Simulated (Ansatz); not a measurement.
Runs of Ansatz 0.2.0 on InSe. The structure is trigonal, space group R3m (No. 160). Conventional cell: a = 4.000 Å, b = 4.000 Å, c = 25.320 Å, α = 90.00°, β = 90.00°, γ = 120.00°. In (site symmetry 3m) is surrounded by 3 Se at 2.63 Å and 1 In at 2.82 Å. Around In (site symmetry 3m) lie 3 Se at 2.64 Å and 1 In at 2.82 Å. Se (site symmetry 3m) has 3 In at 2.63 Å as nearest neighbours. Around Se (site symmetry 3m) lie 3 In at 2.64 Å. 

```tsv
task	level	potentials or basis	spin	cutoff (eV)	points for each segment of the path	gap on the mesh (eV)	pressure (GPa)	largest force (eV/Å)
single point	PBE	Ansatz PAW	off	350	-	0.44	2.8	0.37
band structure	LDA	Ansatz PAW	off	420	14	0.22	-1.5	0.24
band structure	PBE	Ansatz NC	off	1170	14	0.43	2.8	(b)
band structure	RPBE	Ansatz PAW	off	420	14	(c)	4.5	(a)
```

Alike in all rows: cell as given; k mesh 8 × 8 × 8; smearing fermi-dirac 0.05 eV.

Problem. Fill in the values left out.

Solution. (a) 0.40; (b) 0.36; (c) 0.58.

Caveats: spin-orbit coupling is left out, which moves the levels of the heavy elements; the PAW data sets come from PBE, with cores solved anew for the run's functional, which leaves a small shift of forces and pressure (some runs); the cutoff lies under the one recommended for these potentials (some runs).

A k mesh can miss the band edges, and the runs leave out spin-orbit coupling on In, Se.
